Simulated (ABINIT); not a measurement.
# AlN (P6_3mc) in ABINIT: single point with PBE

Aim: the single point of AlN with PBE.

Everything below comes from runs of ABINIT 10.8.3 (patched build). Logs are shortened: lines on timing, memory, paths and dates and some standing lists are left out, and cuts for length are marked. The log counts tension as positive stress, the text compression.

**Measured values to compare with.**

“Structural and optical properties of self-assembled AlN nanowires grown on SiO2/Si substrates by molecular beam epitaxy”, 2024, arxiv:2402.00216 quotes, for a bulk crystal of AlN at 0 K: band gap 6.0343 eV (an exciton energy, a little under the gap).

The results are compared with them further down.

**1. The crystal as given**

Symmetry: P6_3mc, No. 186, hexagonal system. The conventional cell has a = 3.113 Å, b = 3.113 Å, c = 4.981 Å, α = 90.00°, β = 90.00°, γ = 120.00°. Al (site symmetry 3m) is surrounded by 4 N at 1.89 Å. N (site symmetry 3m) is surrounded by 4 Al at 1.89 Å.

**2. Single point, PBE**

run.abi reads:

```
# Pseudopotentials
pp_dirpath "./"
pseudos "Al.upf, N.upf"

# Structure
acell 3*1.0
rprim
     5.8827174260     0.0000000000     0.0000000000
    -2.9413587130     5.0945827342     0.0000000000
     0.0000000000     0.0000000000     9.4127258268
ntypat 2
znucl 13 7
natom 4
typat 1 1 2 2
xcart
     2.9413587133     1.6981942446     4.7063629134
    -0.0000000003     3.3963884896     0.0000000000
     2.9413587133     1.6981942446     8.2831987275
    -0.0000000003     3.3963884896     3.5768358142

# Plane-wave basis
ecut 952.398519 eV

# k points
kptopt 1
ngkpt 8 8 4
nshiftk 1
shiftk 0.0 0.0 0.0

# Exchange and correlation
ixc 11

# Bands and occupations
nband 12
occopt 3
tsmear 0.05 eV

# SCF cycle
nstep 100
tolvrs 1.0e-10

# Output
iomode 3
prtwf 0
prtden 0
prteig 0
prtebands 0
enunit 1
```

Potentials or basis: PseudoDojo NC SR PBE v0.4.1 standard.

Command:

```bash
> mpirun --bind-to none -np 4 abinit run.abi > log 2>&1
```

run.abo:

```text
.Version 10.8.3 of ABINIT
 Symmetries : space group P6_3 m c (#186); Bravais hP (primitive hexag.)
================================================================================
 Values of the parameters that define the memory need of the present run
     intxc =       0    ionmov =       0      iscf =       7    lmnmax =       6
     lnmax =       6     mgfft =      54  mpssoang =       3    mqgrid =    3001
     natom =       4  nloc_mem =       1    nspden =       1   nspinor =       1
    nsppol =       1      nsym =      12    n1xccc =    2501    ntypat =       2
    occopt =       3   xclevel =       2
       mpw =        2806          nfft =       55296          nkpt =          30
================================================================================
================================================================================

--------------------------------------------------------------------------------
------------- Echo of variables that govern the present computation ------------
--------------------------------------------------------------------------------
 -outvars: echo values of preprocessed input variables --------
            acell      1.0000000000E+00  1.0000000000E+00  1.0000000000E+00 Bohr
              amu      2.69815390E+01  1.40067400E+01
             ecut      3.50000000E+01 Hartree
           enunit           1
              ixc          11
         kptrlatt        8    0    0      0    8    0      0    0    4
          kptrlen      3.76509033E+01
            natom           4
            nband          12
            ngfft          32      32      54
             nkpt          30
            nstep         100
             nsym          12
           ntypat           2
           occopt           3
           prtden           0
        prtebands           0
           prteig           0
            prtwf           0
            rprim      5.8827174260E+00  0.0000000000E+00  0.0000000000E+00
                      -2.9413587130E+00  5.0945827342E+00  0.0000000000E+00
                       0.0000000000E+00  0.0000000000E+00  9.4127258268E+00
          spgroup         186
           tolvrs      1.00000000E-10
           tsmear      1.83746611E-03 Hartree
            typat      1  1  2  2
           xangst      1.5564999990E+00  8.9864569339E-01  2.4904999983E+00
                      -3.6404751701E-16  1.7972913868E+00  0.0000000000E+00
                       1.5564999990E+00  8.9864569339E-01  4.3832799970E+00
                      -3.6404751701E-16  1.7972913868E+00  1.8927799987E+00
            xcart      2.9413587130E+00  1.6981942447E+00  4.7063629134E+00
                      -6.8795010396E-16  3.3963884895E+00  0.0000000000E+00
                       2.9413587130E+00  1.6981942447E+00  8.2831987276E+00
                      -6.8795010396E-16  3.3963884895E+00  3.5768358141E+00
             xred      6.6666666667E-01  3.3333333333E-01  5.0000000000E-01
                       3.3333333333E-01  6.6666666667E-01  0.0000000000E+00
                       6.6666666667E-01  3.3333333333E-01  8.8000000000E-01
                       3.3333333333E-01  6.6666666667E-01  3.8000000000E-01
            znucl       13.00000    7.00000

================================================================================

 chkinp: Checking input parameters for consistency.

================================================================================
== DATASET  1 ==================================================================

--- !DatasetInfo
iteration_state: {dtset: 1, }
dimensions: {natom: 4, nkpt: 30, mband: 12, nsppol: 1, nspinor: 1, nspden: 1, mpw: 2806, }
cutoff_energies: {ecut:  35.0, pawecutdg:  -1.0, }
electrons: {nelect:   1.60000000E+01, charge:   0.00000000E+00, occopt:   3.00000000E+00, tsmear:   1.83746611E-03, }
meta: {optdriver: 0, ionmov: 0, optcell: 0, iscf: 7, paral_kgb: 0, }
...

 Exchange-correlation functional for the present dataset will be:
  GGA: Perdew-Burke-Ernzerhof functional - ixc=11
  J.P.Perdew, K.Burke, M.Ernzerhof, PRL 77, 3865 (1996)

 Real(R)+Recip(G) space primitive vectors, cartesian coordinates (Bohr,Bohr^-1):
 R(1)=  5.8827174  0.0000000  0.0000000  G(1)=  0.1699895  0.0981435  0.0000000
 R(2)= -2.9413587  5.0945827  0.0000000  G(2)=  0.0000000  0.1962869  0.0000000
 R(3)=  0.0000000  0.0000000  9.4127258  G(3)=  0.0000000  0.0000000  0.1062392
 Unit cell volume ucvol=  2.8209930E+02 bohr^3
 Angles (23,13,12)=  9.00000000E+01  9.00000000E+01  1.20000000E+02 degrees

 getcut: wavevector=  0.0000  0.0000  0.0000  ngfft=  32  32  54
         ecut(hartree)=     35.000   => boxcut(ratio)=   2.04255

--- Pseudopotential description ------------------------------------------------
- pspini: atom type   1  psp file is ./Al.upf
12 -101130 2 -1 1876                          pspcod,pspxc,lmax,lloc,mmax
     nproj     2     2     2

- pspini: atom type   2  psp file is ./N.upf
12 -101130 1 -1 1058                          pspcod,pspxc,lmax,lloc,mmax
     nproj     2     2     0

   2.97317893E+02                                ecore*ucvol(ha*bohr**3)
--------------------------------------------------------------------------------

================================================================================

--- !BeginCycle
iteration_state: {dtset: 1, }
solver: {iscf: 7, nstep: 100, nline: 4, wfoptalg: 0, }
tolerances: {tolvrs: 1.00E-10, }
...

     iter   Etot(hartree)      deltaE(h)  residm     vres2
 ETOT  1  -25.269883493574    -2.527E+01 5.063E-02 8.425E+02
 ETOT  2  -25.353093162411    -8.321E-02 5.861E-02 6.522E+02
 ETOT  3  -25.587398330302    -2.343E-01 8.023E-03 8.941E-01
 ETOT  4  -25.587919843035    -5.215E-04 7.574E-03 1.694E-02
 ETOT  5  -25.587921561598    -1.719E-06 4.144E-03 2.121E-03
 ETOT  6  -25.587921802436    -2.408E-07 3.958E-03 2.306E-05
 ETOT  7  -25.587921809509    -7.073E-09 8.476E-04 2.578E-06
 ETOT  8  -25.587921810269    -7.603E-10 5.516E-04 6.681E-08
 ETOT  9  -25.587921810292    -2.258E-11 6.439E-04 2.141E-09
 ETOT 10  -25.587921810293    -5.578E-13 1.294E-03 2.262E-11

 At SCF step   10       vres2   =  2.26E-11 < tolvrs=  1.00E-10 =>converged.

 Cartesian components of stress tensor (hartree/bohr^3)
  sigma(1 1)= -7.38177220E-05  sigma(3 2)=  0.00000000E+00
  sigma(2 2)= -7.38177220E-05  sigma(3 1)=  0.00000000E+00
  sigma(3 3)= -1.29607370E-04  sigma(2 1)=  0.00000000E+00

--- !ResultsGS
iteration_state: {dtset: 1, }
comment   : Summary of ground state results
lattice_vectors:
- [  5.8827174,   0.0000000,   0.0000000, ]
- [ -2.9413587,   5.0945827,   0.0000000, ]
- [  0.0000000,   0.0000000,   9.4127258, ]
lattice_lengths: [   5.88272,    5.88272,    9.41273, ]
lattice_angles: [ 90.000,  90.000, 120.000, ] # degrees, (23, 13, 12)
lattice_volume:   2.8209930E+02
convergence: {deltae: -5.578E-13, res2:  2.262E-11, residm:  1.294E-03, diffor: null, }
etotal    :  -2.55879218E+01
entropy   :   0.00000000E+00
fermie    :   2.57389925E-01
cartesian_stress_tensor: # hartree/bohr^3
- [ -7.38177220E-05,   0.00000000E+00,   0.00000000E+00, ]
- [  0.00000000E+00,  -7.38177220E-05,   0.00000000E+00, ]
- [  0.00000000E+00,   0.00000000E+00,  -1.29607370E-04, ]
pressure_GPa:   2.7189E+00
xred      :
- [  6.6667E-01,   3.3333E-01,   5.0000E-01, Al]
- [  3.3333E-01,   6.6667E-01,   0.0000E+00, Al]
- [  6.6667E-01,   3.3333E-01,   8.8000E-01,  N]
- [  3.3333E-01,   6.6667E-01,   3.8000E-01,  N]
cartesian_forces: # hartree/bohr
- [ -2.86075829E-30,   9.90995741E-30,  -2.53905775E-03, ]
- [  8.58227487E-30,   2.31232340E-29,  -2.53905775E-03, ]
- [ -2.86075829E-30,   9.90995741E-30,   2.53905775E-03, ]
- [ -2.86075829E-30,  -4.29431488E-29,   2.53905775E-03, ]
force_length_stats: {min:   2.53905775E-03, max:   2.53905775E-03, mean:   2.53905775E-03, }
...

 Integrated electronic density in atomic spheres:
 ------------------------------------------------
 Atom  Sphere_radius  Integrated_density
    1        2.00000          1.10013614
    2        2.00000          1.10013614
    3        2.00000          5.37762129
    4        2.00000          5.37762129
================================================================================

 ----iterations are completed or convergence reached----

 Mean square residual over all n,k,spin=   46.476E-07; max=  12.940E-04
 reduced coordinates (array xred) for    4 atoms
       0.666666666667      0.333333333333      0.500000000000
       0.333333333333      0.666666666667      0.000000000000
       0.666666666667      0.333333333333      0.879999999996
       0.333333333333      0.666666666667      0.379999999996
 rms dE/dt=  1.3798E-02; max dE/dt=  2.3900E-02; dE/dt below (all hartree)
    1       0.000000000000      0.000000000000      0.023899803406
    2      -0.000000000000     -0.000000000000      0.023899803406
    3       0.000000000000      0.000000000000     -0.023899105457
    4       0.000000000000      0.000000000000     -0.023899105457

 cartesian coordinates (angstrom) at end:
    1      1.55649999895463     0.89864569338986     2.49049999832074
    2     -0.00000000000000     1.79729138677972     0.00000000000000
    3      1.55649999895463     0.89864569338986     4.38327999702652
    4     -0.00000000000000     1.79729138677972     1.89277999870577

 cartesian forces (hartree/bohr) at end:
    1     -0.00000000000000     0.00000000000000    -0.00253905774707
    2      0.00000000000000     0.00000000000000    -0.00253905774707
    3     -0.00000000000000     0.00000000000000     0.00253905774707
    4     -0.00000000000000    -0.00000000000000     0.00253905774707
 frms,max,avg= 1.4659257E-03 2.5390577E-03   0.000E+00  0.000E+00 -3.707E-08 h/b

 cartesian forces (eV/Angstrom) at end:
    1     -0.00000000000000     0.00000000000000    -0.13056359888477
    2      0.00000000000000     0.00000000000000    -0.13056359888477
    3     -0.00000000000000     0.00000000000000     0.13056359888477
    4     -0.00000000000000    -0.00000000000000     0.13056359888477
 frms,max,avg= 7.5380929E-02 1.3056360E-01   0.000E+00  0.000E+00 -1.906E-06 e/A
 length scales=  1.000000000000  1.000000000000  1.000000000000 bohr
              =  0.529177210544  0.529177210544  0.529177210544 angstroms
 Fermi (or HOMO) energy (eV) =   7.00394   Average Vxc (eV)= -10.70524
 Eigenvalues (   eV  ) for nkpt=  30  k points:
 kpt#   1, nband= 12, wtk=  0.00391, kpt=  0.0000  0.0000  0.0000 (reduced coord)
  -9.83173   -7.68107   -0.66040    4.48257    4.48257    5.13325    5.13325    5.31326
   9.53410   11.98978   15.91922   16.50531
 prteigrs : prtvol=0 or 1, do not print more k-points.

--- !EnergyTerms
iteration_state     : {dtset: 1, }
comment             : Components of total free energy in Hartree
kinetic             :  1.63734007512817E+01
hartree             :  5.68851814871548E+00
xc                  : -8.49799167403478E+00
Ewald energy        : -2.17432241418271E+01
psp_core            :  1.05394762626196E+00
local_psp           : -1.71221294333205E+01
non_local_psp       : -1.34044308736935E+00
internal            : -2.55879218102925E+01
'-kT*entropy'       :  1.25327081198538E-15
total_energy        : -2.55879218102925E+01
total_energy_eV     : -6.96282823611831E+02
band_energy         :  5.34157740077190E-02
...

 Cartesian components of stress tensor (hartree/bohr^3)
  sigma(1 1)= -7.38177220E-05  sigma(3 2)=  0.00000000E+00
  sigma(2 2)= -7.38177220E-05  sigma(3 1)=  0.00000000E+00
  sigma(3 3)= -1.29607370E-04  sigma(2 1)=  0.00000000E+00

-Cartesian components of stress tensor (GPa)         [Pressure=  2.7189E+00 GPa]
- sigma(1 1)= -2.17179236E+00  sigma(3 2)=  0.00000000E+00
- sigma(2 2)= -2.17179236E+00  sigma(3 1)=  0.00000000E+00
- sigma(3 3)= -3.81318047E+00  sigma(2 1)=  0.00000000E+00

== END DATASET(S) ==============================================================
================================================================================

 -outvars: echo values of variables after computation  --------
            acell      1.0000000000E+00  1.0000000000E+00  1.0000000000E+00 Bohr
           etotal     -2.5587921810E+01
            fcart     -2.8607582901E-30  9.9099574132E-30 -2.5390577471E-03
                       8.5822748703E-30  2.3123233964E-29 -2.5390577471E-03
                      -2.8607582901E-30  9.9099574132E-30  2.5390577471E-03
                      -2.8607582901E-30 -4.2943148791E-29  2.5390577471E-03
            rprim      5.8827174260E+00  0.0000000000E+00  0.0000000000E+00
                      -2.9413587130E+00  5.0945827342E+00  0.0000000000E+00
                       0.0000000000E+00  0.0000000000E+00  9.4127258268E+00
           strten     -7.3817721995E-05 -7.3817721993E-05 -1.2960736998E-04
                       0.0000000000E+00  0.0000000000E+00  0.0000000000E+00
           xangst      1.5564999990E+00  8.9864569339E-01  2.4904999983E+00
                      -3.6404751701E-16  1.7972913868E+00  0.0000000000E+00
                       1.5564999990E+00  8.9864569339E-01  4.3832799970E+00
                      -3.6404751701E-16  1.7972913868E+00  1.8927799987E+00
             xred      6.6666666667E-01  3.3333333333E-01  5.0000000000E-01
                       3.3333333333E-01  6.6666666667E-01  0.0000000000E+00
                       6.6666666667E-01  3.3333333333E-01  8.8000000000E-01
                       3.3333333333E-01  6.6666666667E-01  3.8000000000E-01
 Calculation completed.
```

It took 7.9 s on 4 MPI ranks of Arm Neoverse V2, shared host; peak memory 0.28 GiB.

Results:

| Property | Result |
| --- | --- |
| Free energy | -696.2828 eV |
| Pressure | 2.7 GPa |
| Largest force | 0.131 eV/Å |
| Band gap on the k mesh | 4.22 eV, direct |
| Valence electrons inside the program's atomic spheres | Al 1.10; N 5.38 |

Forces on the atoms (eV/Å):
```
Al   0.000  0.000 -0.131
Al   0.000  0.000 -0.131
N    0.000  0.000  0.131
N    0.000  0.000  0.131
```

Stress tensor (GPa, compression positive):
```
2.17 0.00 0.00
0.00 2.17 0.00
0.00 0.00 3.81
```

**3. How close it comes**

Step 2. A measured gap of AlN is 6.0343 eV (an exciton energy, a little under the gap; 0 K; quoted in “Structural and optical properties of self-assembled AlN nanowires grown on SiO2/Si substrates by molecular beam epitaxy”, 2024, arxiv:2402.00216); the calculated 4.22 eV misses it by -1.81 eV. 2 values of this kind are on record (6.034 to 6.0343 eV); this one was drawn at random. The value is that of PBE, without temperature or zero-point motion. Semilocal functionals fall short of measured gaps as a rule.
